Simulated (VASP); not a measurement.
# KI (Pm-3m) in VASP: a series of runs

The runs below take KI through G0W0 quasiparticle levels, QSGW0 quasiparticle levels, evGW0 quasiparticle levels, RPA correlation energy, with PBE.

Program: VASP 6.6.1. These are calculated values, not measurements. Logs are shortened: lines on timing, memory, paths and dates and some standing lists are left out, and cuts for length are marked.

## 1. Starting point

Symmetry: Pm-3m, No. 221, cubic system. Conventional cell: a = 4.291 Å, b = 4.291 Å, c = 4.291 Å, α = 90.00°, β = 90.00°, γ = 90.00°. Around I (site symmetry m-3m) lie 8 K at 3.72 Å. K (site symmetry m-3m) has 8 I at 3.72 Å as nearest neighbours.

Measurements of this composition are mostly on another form, of space group No. 225.

## 2. G0W0 quasiparticle levels, PBE

The input, POSCAR:

```
KI
1.0
    4.2911966600      0.0000000000      0.0000000000
    0.0000000000      4.2911966600      0.0000000000
    0.0000000000      0.0000000000      4.2911966600
I K
1 1
Direct
    0.5000000000      0.5000000000      0.5000000000
    0.0000000000      0.0000000000      0.0000000000
```

The input, INCAR.step1:

```
SYSTEM = KI
ALGO = Normal
EDIFF = 1E-8
ENCUT = 500
GGA = PE
ISMEAR = 0
LASPH = .TRUE.
LCHARG = .FALSE.
LREAL = .FALSE.
LWAVE = .TRUE.
NELM = 100
PREC = Accurate
SIGMA = 0.01
```

The input, INCAR.step2:

```
SYSTEM = KI
ALGO = Exact
EDIFF = 1E-8
ENCUT = 500
GGA = PE
ISMEAR = 0
ISTART = 1
LASPH = .TRUE.
LCHARG = .FALSE.
LOPTICS = .TRUE.
LREAL = .FALSE.
LWAVE = .TRUE.
NBANDS = 515
NELM = 1
PREC = Accurate
SIGMA = 0.01
```

The input, INCAR.step3:

```
SYSTEM = KI
ALGO = EVGW0
EDIFF = 1E-8
ENCUT = 500
ENCUTGW = 200
GGA = PE
ISMEAR = 0
ISTART = 1
LASPH = .TRUE.
LCHARG = .FALSE.
LREAL = .FALSE.
LWAVE = .FALSE.
NBANDS = 515
NBANDSGW = 16
NELMGW = 1
NOMEGA = 48
PREC = Accurate
PRECFOCK = Fast
SIGMA = 0.01
```

The input, KPOINTS:

```
k-points
0
G
  3 3 3
  0 0 0
```

Potentials or basis: VASP PAW PBE potentials, release 64 (I_GW, K_sv_GW).

On the command line:

```console
$ cat potpaw_PBE.64/I_GW/POTCAR potpaw_PBE.64/K_sv_GW/POTCAR > POTCAR
$ cp INCAR.step1 INCAR
$ mpirun -np 1 vasp_std > vasp.out
$ cp INCAR.step2 INCAR
$ mpirun -np 1 vasp_std > vasp.out
$ cp INCAR.step3 INCAR
$ mpirun -np 1 vasp_std > vasp.out
```

OUTCAR:

```text
SYSTEM = KI
   EDIFF = 1E-8
   ENCUT = 500
   ENCUTGW = 200
   GGA = PE
   ISMEAR = 0
   ISTART = 1
   LASPH = .TRUE.
   LREAL = .FALSE.
   NELMGW = 1
   PREC = Accurate
   PRECFOCK = Fast

 ion  position               nearest neighbor table
   1  0.500  0.500  0.500-
   2  0.000  0.000  0.000-

  LATTYP: Found a simple cubic cell.
 ALAT       =     4.2911966600

  Lattice vectors:

 A1 = (   4.2911966600,   0.0000000000,   0.0000000000)
 A2 = (   0.0000000000,   4.2911966600,   0.0000000000)
 A3 = (   0.0000000000,   0.0000000000,   4.2911966600)

Analysis of symmetry for initial positions (statically):
=====================================================================
 Subroutine PRICEL returns:
 Original cell was already a primitive cell.

 Routine SETGRP: Setting up the symmetry group for a
 simple cubic supercell.

 Subroutine GETGRP returns: Found 48 space group operations
 (whereof 48 operations were pure point group operations)
 out of a pool of 48 trial point group operations.

The static configuration has the point symmetry O_h .

Analysis of symmetry for dynamics (positions and initial velocities):
=====================================================================
 Subroutine PRICEL returns:
 Original cell was already a primitive cell.

 Routine SETGRP: Setting up the symmetry group for a
 simple cubic supercell.

 Subroutine GETGRP returns: Found 48 space group operations
 (whereof 48 operations were pure point group operations)
 out of a pool of 48 trial point group operations.

The dynamic configuration has the point symmetry O_h .

 Subroutine INISYM returns: Found 48 space group operations
 (whereof 48 operations are pure point group operations),
 and found     1 'primitive' translations

----------------------------------------------------------------------------------------

                                     Primitive cell

  volume of cell :      79.0197

  direct lattice vectors                    reciprocal lattice vectors
     4.291196660  0.000000000  0.000000000     0.233035230  0.000000000  0.000000000
     0.000000000  4.291196660  0.000000000     0.000000000  0.233035230  0.000000000
     0.000000000  0.000000000  4.291196660     0.000000000  0.000000000  0.233035230

  length of vectors
     4.291196660  4.291196660  4.291196660     0.233035230  0.233035230  0.233035230

  position of ions in fractional coordinates (direct lattice)
     0.500000000  0.500000000  0.500000000
     0.000000000  0.000000000  0.000000000

  ion indices of the primitive-cell ions
   primitive index   ion index
                 1           1
                 2           2

----------------------------------------------------------------------------------------

 KPOINTS: k-points

Automatic generation of k-mesh.
 Grid dimensions read from file:
 generate k-points for:    3    3    3

 Generating k-lattice:

  Cartesian coordinates                     Fractional coordinates (reciprocal lattice)
     0.077678410  0.000000000  0.000000000     0.333333333  0.000000000  0.000000000
     0.000000000  0.077678410  0.000000000     0.000000000  0.333333333  0.000000000
     0.000000000  0.000000000  0.077678410     0.000000000  0.000000000  0.333333333

  Length of vectors
     0.077678410  0.077678410  0.077678410

  Shift w.r.t. Gamma in fractional coordinates (k-lattice)
     0.000000000  0.000000000  0.000000000

 Subroutine IBZKPT returns following result:
 ===========================================

 Found      4 irreducible k-points:

 Following reciprocal coordinates:
            Coordinates               Weight
  0.000000  0.000000  0.000000      1.000000
  0.333333  0.000000  0.000000      6.000000
  0.333333  0.333333  0.000000     12.000000
  0.333333  0.333333  0.333333      8.000000
   k-points           NKPTS =      4   k-points in BZ     NKDIM =     27   number of bands    NBANDS=    515
   number of dos      NEDOS =    301   number of ions     NIONS =      2
   total plane-waves  NPLWV =  32768
   dimension x,y,z NGX =    32 NGY =   32 NGZ =   32
   dimension x,y,z NGXF=    64 NGYF=   64 NGZF=   64
   ions per type =               1   1
   NGX,Y,Z   is equivalent  to a cutoff of  12.40, 12.40, 12.40 a.u.
   NGXF,Y,Z  is equivalent  to a cutoff of  24.79, 24.79, 24.79 a.u.
 SYSTEM =  KI
   PREC   = accura    normal or accurate (medium, high low for compatibility)
   ISTART =      1    job   : 0-new  1-cont  2-samecut
   ICHARG =      0    charge: 1-file 2-atom 10-const
   ISPIN  =      1    spin polarized calculation?
   LNONCOLLINEAR =      F non collinear calculations
   LSORBIT =      F    spin-orbit coupling
   LASPH  =      T    aspherical Exc in radial PAW
   ENCUT  =  500.0 eV  36.75 Ry    6.06 a.u.   7.82  7.82  7.82*2*pi/ulx,y,z
   NELM   =     60;   NELMIN=  2; NELMDL=  0     # of ELM steps
   EDIFF  = 0.1E-07   stopping-criterion for ELM
   LREAL  =      F    real-space projection
   EDIFFG = 0.1E-06   stopping-criterion for IOM
   NSW    =      0    number of steps for IOM
   IBRION =     -1    ionic relax: 0-MD 1-quasi-New 2-CG
   NFREE  =      0    steps in history (QN), initial steepest desc. (CG)
   ISIF   =      0    stress and relaxation
   ISYM   =      3    0-nonsym 1-usesym 2-fastsym
   POTIM  = 0.5000    time-step for ionic-motion
   TEBEG  =    0.0;   TEEND  =   0.0 temperature during run
   PSTRESS=    0.0 pullay stress
   NELECT =      16.0000    total number of electrons
   NUPDOWN=      -1.0000    fix difference up-down
   EMIN   =  10.00;   EMAX   =-10.00  energy-range for DOS
   EFERMI =   0.00;   METHOD = LEGACY
   ISMEAR =     0;   SIGMA  =   0.01  broadening in eV -4-tet -1-fermi 0-gaus
   EFERMI_NEDOS =   21; number of points for ismear=-14 and -15
   IALGO  =     38    algorithm
   IMIX   =      4    mixing-type and parameters
     AMIX     =   0.40;   BMIX     =  1.00
     AMIX_MAG =   1.60;   BMIX_MAG =  1.00
  volume/ion in A,a.u.               =      39.51       266.63
  Fermi-wavevector in a.u.,A,eV,Ry     =   0.961324  1.816639 12.573738  0.924144
  Thomas-Fermi vector in A             =   2.090686
   LORBIT       =      0    0 simple, 1 ext, 2 COOP (PROOUT), +10 PAW based schemes
   GGA     = PE    functional components
   LHFCALC =     T    Hartree Fock is set to
   PRECFOCK=fast      Normal, Fast or Accurate (Low or Medium for compatibility)
   ENCUT4O =  -1.0   cutoff for four orbital integrals eV
   NKREDX  =     1    reduce k-point grid by
   NKREDY  =     1    reduce k-point grid by
   NKREDZ  =     1    reduce k-point grid by
   AEXX    =    1.0000 exact exchange contribution
   HFSCREEN=    0.0000 screening length (either q_TF or 0.3 A-1)
   HFSCREENC=   0.0000 screening length for correlation (either q_TF or 0.3 A-1)
   ENCUTFOCK=  -1.0 apply spherical cutoff to Coloumb kernel
   IVDW    =     0    specifies the selected vdW correction
   LEPSILON=     F    determine dielectric tensor
   LRPA    =     F    only Hartree local field effects (RPA)
   LRPAFORCE           =     F    calculate RPA forces
   ENCUTGW             = 200.0    cutoff for response function in eV
   ENCUTGWSOFT         = 160.0    soft cutoff for Coulomb kernel in GW response function in eV
   ENCUTLF             =  -1.0    cutoff for local field effects
   NELMGW              =     1    number of iterations in solving QP/BSE equation
   NELMHF              =     1    number of iterations in the inner HF iteration
   NKREDLFX            =     1    NKREDLFY  =   1   NKREDLFZ  =   1
 non-spin polarized calculation
 Gauss-broadening in eV      SIGMA  =   0.01
  energy-cutoff  :      500.00
  volume of cell :       79.02
 maximum number of plane-waves:      2016
 NGX is ok and might be reduce to    32
  NGX = 18; NGY = 18; NGZ = 18
   NGX = 15   NGY = 15   NGZ = 15
 maximum number of plane-waves:       507

 QP shifts <psi_nk| G(iteration)W_0 |psi_nk>: iteration 1
 for sc-GW calculations column KS-energies equals QP-energies in previous step
 and V_xc(KS)=  KS-energies - (<T + V_ion + V_H > + <T+V_H+V_ion>^1  + <V_x>^1)

 k-point   1 :       0.0000    0.0000    0.0000
  band No.  KS-energies  QP-energies   sigma(KS)   V_xc(KS)     V^pw_x(r,r')   Z            occupation Imag(sigma)

      1     -27.4652     -29.2274     -21.4013     -18.5201     -30.7328       0.6116       2.0000       0.7772
      2     -10.9178     -13.8219     -21.5781     -17.8225     -24.6696       0.7732       2.0000       0.1640
      3     -10.9178     -13.8219     -21.5781     -17.8225     -24.6696       0.7732       2.0000       0.1640
      4     -10.9178     -13.8219     -21.5781     -17.8225     -24.6696       0.7732       2.0000       0.1640
      5      -9.2036     -10.6665     -14.0349     -12.0025     -18.9328       0.7198       2.0000       1.3035
      6       1.5867      -0.0679     -13.1761     -11.0653     -14.2309       0.7839       2.0000       0.1071
[... 8 lines left out ...]
     15      12.3803      13.9968      -8.6626     -10.7256      -4.5772       0.7836       0.0000      -0.2061
     16      12.3803      13.9968      -8.6626     -10.7256      -4.5772       0.7836       0.0000      -0.2061

 k-point   2 :       0.3333    0.0000    0.0000
  band No.  KS-energies  QP-energies   sigma(KS)   V_xc(KS)     V^pw_x(r,r')   Z            occupation Imag(sigma)

      1     -27.4617     -29.2301     -21.4059     -18.5262     -30.7381       0.6141       2.0000       0.7763
      2     -11.0412     -13.8620     -21.0735     -17.3733     -24.2917       0.7623       2.0000       0.2342
      3     -10.9093     -13.8209     -21.5957     -17.8431     -24.6855       0.7759       2.0000       0.1612
      4     -10.9093     -13.8209     -21.5957     -17.8431     -24.6855       0.7759       2.0000       0.1612
      5      -8.9779     -10.4537     -14.5590     -12.5051     -19.2784       0.7185       2.0000       1.2002
      6       0.0251      -1.6914     -11.9479      -9.7273     -13.3002       0.7730       2.0000       0.1373
[... 8 lines left out ...]
     15      10.6337      12.6351      -9.1328     -11.6667      -5.1677       0.7898       0.0000      -0.1685
     16      11.5421      12.5593      -7.9558      -9.2516      -3.9326       0.7850       0.0000      -0.2106

 k-point   3 :       0.3333    0.3333    0.0000
  band No.  KS-energies  QP-energies   sigma(KS)   V_xc(KS)     V^pw_x(r,r')   Z            occupation Imag(sigma)

      1     -27.4584     -29.2369     -21.4109     -18.5320     -30.7430       0.6178       2.0000       0.7763
      2     -11.0065     -13.8654     -21.2696     -17.5394     -24.4273       0.7664       2.0000       0.2005
      3     -10.9799     -13.8870     -21.4492     -17.6872     -24.5485       0.7727       2.0000       0.1706
      4     -10.9024     -13.8236     -21.6104     -17.8589     -24.6993       0.7787       2.0000       0.1600
      5      -8.8959     -10.3473     -14.4196     -12.4194     -19.1613       0.7256       2.0000       1.2098
      6       0.2923      -1.4132     -12.2243     -10.0194     -13.5283       0.7735       2.0000       0.1300
[... 8 lines left out ...]
     15      11.2089      12.0637      -7.7693      -8.8577      -3.7787       0.7854       0.0000      -0.2031
     16      12.1221      13.8455      -8.8570     -11.0596      -4.7783       0.7824       0.0000      -0.1986

 k-point   4 :       0.3333    0.3333    0.3333
  band No.  KS-energies  QP-energies   sigma(KS)   V_xc(KS)     V^pw_x(r,r')   Z            occupation Imag(sigma)

      1     -27.4551     -29.2428     -21.4163     -18.5375     -30.7477       0.6210       2.0000       0.7764
      2     -10.9819     -13.8647     -21.3997     -17.6515     -24.5188       0.7691       2.0000       0.1789
      3     -10.9675     -13.8770     -21.4766     -17.7209     -24.5716       0.7747       2.0000       0.1637
      4     -10.9675     -13.8770     -21.4766     -17.7209     -24.5716       0.7747       2.0000       0.1637
      5      -8.7981     -10.2224     -14.3574     -12.4013     -19.0978       0.7282       2.0000       1.2056
      6       0.5376      -1.1574     -12.4630     -10.2769     -13.7137       0.7754       2.0000       0.1232
[... 8 lines left out ...]
     15      11.9569      14.0710      -9.5193     -12.2311      -5.4022       0.7796       0.0000      -0.2029
     16      11.9569      14.0710      -9.5193     -12.2311      -5.4022       0.7796       0.0000      -0.2029
```

Run time: 4.1 min. Hardware: 1 thread of Intel Xeon 6975P-C (Granite Rapids), shared host; peak memory 0.98 GiB.

Results:

| Property | Result |
| --- | --- |
| Band gap on the k mesh, mean-field level | 3.44 eV, indirect (least direct gap 3.67 eV) |
| Quasiparticle gap | 5.51 eV |
| Least direct quasiparticle gap | 5.75 eV |

Levels at points of the mesh, in eV from the valence-band top:
```tsv
k point	band 4	band 5	band 6	band 7	band 8	band 9	band 10	band 11	band 12
(0.00, 0.00, 0.00)	-12.73	-11.02	-0.23	-0.23	-0.23	3.44	4.89	4.89	8.47
```

Caveat: the k mesh is coarse (spacing up to 0.49 Å⁻¹), so the values aren't converged; bands, screening cutoff and mesh are small and nothing is extrapolated, so the quasiparticle values aren't converged; spin-orbit coupling is left out, which moves the levels of the heavy elements; an odd mesh through Γ misses points on the zone boundary, where band edges often lie.

## 3. QSGW0 quasiparticle levels, PBE

POSCAR is that of step 2.

The input, INCAR.step1:

```
PREC = Accurate ; ENCUT = 500
EDIFF = 1E-8 ; ISMEAR = 0
SIGMA = 0.01 ; LREAL = F
LASPH = T ; NELM = 100
ALGO = Normal ; LWAVE = T
LCHARG = F ; GGA = PE
```

The input, INCAR.step2:

```
PREC = Accurate ; ENCUT = 500
EDIFF = 1E-8 ; ISMEAR = 0
SIGMA = 0.01 ; LREAL = F
LASPH = T ; NELM = 1
ALGO = Exact ; LWAVE = T
LCHARG = F ; GGA = PE
NBANDS = 273 ; LOPTICS = T
ISTART = 1
```

The input, INCAR.step3:

```
PREC = Accurate ; ENCUT = 500
EDIFF = 1E-8 ; ISMEAR = 0
SIGMA = 0.01 ; LREAL = F
LASPH = T ; ALGO = QPGW0
LWAVE = F ; LCHARG = F
GGA = PE ; NELMGW = 4
NBANDS = 273 ; ENCUTGW = 100
NOMEGA = 48 ; PRECFOCK = Fast
ISTART = 1 ; NBANDSGW = 20
```

The input, KPOINTS:

```
Automatic mesh
0
Gamma
  3 3 3
```

Potentials or basis: VASP PAW PBE potentials, release 64 (I_GW, K_sv_GW).

On the command line:

```console
$ cat potpaw_PBE.64/I_GW/POTCAR potpaw_PBE.64/K_sv_GW/POTCAR > POTCAR
$ cp INCAR.step1 INCAR
$ mpirun -np 1 vasp_std > vasp.out
$ cp INCAR.step2 INCAR
$ mpirun -np 1 vasp_std > vasp.out
$ cp INCAR.step3 INCAR
$ mpirun -np 1 vasp_std > vasp.out
```

OUTCAR:

```text
PREC = Accurate
   ENCUT = 500
   EDIFF = 1E-8
   ISMEAR = 0
   LREAL = F
   LASPH = T
   GGA = PE
   NELMGW = 4
   ENCUTGW = 100
   PRECFOCK = Fast
   ISTART = 1

 ion  position               nearest neighbor table
   1  0.500  0.500  0.500-
   2  0.000  0.000  0.000-

  LATTYP: Found a simple cubic cell.
 ALAT       =     4.2911966600

  Lattice vectors:

 A1 = (   4.2911966600,   0.0000000000,   0.0000000000)
 A2 = (   0.0000000000,   4.2911966600,   0.0000000000)
[... 142 lines left out ...]
   ENCUTFOCK=  -1.0 apply spherical cutoff to Coloumb kernel
   IVDW    =     0    specifies the selected vdW correction
   LEPSILON=     F    determine dielectric tensor
   LRPA    =     F    only Hartree local field effects (RPA)
   LRPAFORCE           =     F    calculate RPA forces
   ENCUTGW             = 100.0    cutoff for response function in eV
   ENCUTGWSOFT         =  80.0    soft cutoff for Coulomb kernel in GW response function in eV
   ENCUTLF             =  -1.0    cutoff for local field effects
   NELMGW              =     4    number of iterations in solving QP/BSE equation
   NELMHF              =     1    number of iterations in the inner HF iteration
   NKREDLFX            =     1    NKREDLFY  =   1   NKREDLFZ  =   1
 non-spin polarized calculation
 Gauss-broadening in eV      SIGMA  =   0.01
  energy-cutoff  :      500.00
  volume of cell :       79.02
 maximum number of plane-waves:      2016
 NGX is ok and might be reduce to    32
  NGX = 18; NGY = 18; NGZ = 18
   NGX = 15   NGY = 15   NGZ = 15
 maximum number of plane-waves:       187
 NGX is ok and might be reduce to    14

 QP shifts <psi_nk| G(iteration)W_0 |psi_nk>: iteration 1
 for sc-GW calculations column KS-energies equals QP-energies in previous step
 and V_xc(KS)=  KS-energies - (<T + V_ion + V_H > + <T+V_H+V_ion>^1  + <V_x>^1)

 k-point   1 :       0.0000    0.0000    0.0000
  band No.  KS-energies  QP-energies   sigma(KS)   V_xc(KS)     V^pw_x(r,r')   Z            occupation Imag(sigma)

      1     -27.4652     -29.1977     -21.3149     -18.5201     -30.7328       0.6199       2.0000       0.7629
      2     -10.9178     -13.6124     -21.2860     -17.8225     -24.6696       0.7780       2.0000       0.1776
      3     -10.9178     -13.6124     -21.2860     -17.8225     -24.6696       0.7780       2.0000       0.1776
      4     -10.9178     -13.6124     -21.2860     -17.8225     -24.6696       0.7780       2.0000       0.1776
      5      -9.2036     -10.3861     -13.6415     -12.0025     -18.9328       0.7214       2.0000       1.3313
      6       1.5867       0.1517     -12.8932     -11.0653     -14.2309       0.7851       2.0000       0.1164
[... 467 lines left out ...]
      6      -1.3027      -1.3162      -1.3164      -1.3203       0.7794       2.0000
[... 12 lines left out ...]
     19      15.3309      15.3264      15.3262      15.3249       0.7747       0.0000
     20      18.5751      18.5685      18.5672      18.5650       0.7834       0.0000
```

It took 15 min on 1 thread of Intel Xeon Platinum 8488C (Sapphire Rapids), shared host; peak memory 1.2 GiB.

Results:

```
Band gap on the k mesh, mean-field level : 3.44 eV, indirect (least direct gap 3.67 eV)
Quasiparticle gap                        : 5.73 eV
Least direct quasiparticle gap           : 6.01 eV
```

Quasiparticle gap after each update of the energies (eV): 5.35, 5.65, 5.71, 5.73

Caveat: the k mesh is coarse (spacing up to 0.49 Å⁻¹), so the values aren't converged; bands, screening cutoff and mesh are small and nothing is extrapolated, so the quasiparticle values aren't converged; spin-orbit coupling is left out, which moves the levels of the heavy elements; an odd mesh through Γ misses points on the zone boundary, where band edges often lie.

[end of part 1 of 3]
